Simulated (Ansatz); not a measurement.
# TiC: single point with PBE

Crystal: TiC.

```
Ti C
1.0
     0.00000    2.16572    2.16572
     2.16572    0.00000    2.16572
     2.16572    2.16572    0.00000
Ti C
1 1
Direct
  0.00000 0.00000 0.00000
  0.50000 0.50000 0.50000
```

The cell is a database's computed one.

```
Program             : Ansatz 0.2.0
Task                : single point
Functional          : PBE
Potentials or basis : all-electron LAPW, scalar-relativistic
Cutoff              : 313 eV (chosen from the basis error)
Basis error allowed : 0.001 eV/atom
k mesh              : 11 × 11 × 11
Occupations         : gaussian, width 0.027 eV
Spin                : no spin polarisation
```

- Pressure: 0.2 GPa
- Band gap on the k mesh: none (metal or under the smearing width)

Levels at points of the mesh, in eV from the Fermi level:
```csv
k point,band 8,band 9,band 10,band 11,band 12,band 13,band 14,band 15,band 16
"(0.00, 0.00, 0.00)",-32.73,-12.54,0.56,0.56,0.56,1.54,1.54,1.54,1.58
```

Run time: 7.3 s on 1 thread of Arm Neoverse V1 (shared host), peak memory 0.29 GiB.
